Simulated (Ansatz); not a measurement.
**Y: strain energy, fitted**

Y, Fm-3m, a = 5.101 Å. This isn't the element's structure at ambient conditions. Ansatz: r2SCAN, PAW, 500 eV, Γ-centred 14×14×10 mesh on 2 atoms, Gaussian smearing 0.10 eV; no spin polarisation. Series: uniaxial strain along a, with b, c and atoms relaxed; x is the strain in per cent. The axes a, b, c are those of the computed cell (3.607, 3.607, 5.101 Å), along [1 1 0], [-1 1 0], [0 0 1] of the cell named above. y is the free energy over the unstrained cell, V0 = 33.180 Å³/atom.

| x (%) | y (meV/atom) |
| --- | --- |
| -3.0 | ? |
| -2.0 | 2.00 |
| -1.0 | 0.46 |
| 0.0 | 0.00 |
| 1.0 | 0.54 |
| 2.0 | 2.00 |
| 3.0 | 4.26 |

Q: Fit y = c2 x² + c3 x³ to the other rows, turn c2 into a modulus, and predict the missing energy.

A: Least squares on the rows shown. y = 0.4924 x² − 0.005313 x³. In eV per unit strain² c2 is 4.924; this is Young's modulus along the axis (E = ½ Y V0 ε²): 2 × 4.924 × 160.2 / (33.180) = 48 GPa. With a term in x⁴ added, the coefficient of x² becomes 0.5192, 5 % more, which shows how far this figure hangs on the form. At x = -3.0 the fit asked for gives 4.58 meV/atom. The run gave 4.70 meV/atom, so the fit is 0.12 meV/atom too low, a small miss on the scale of the series.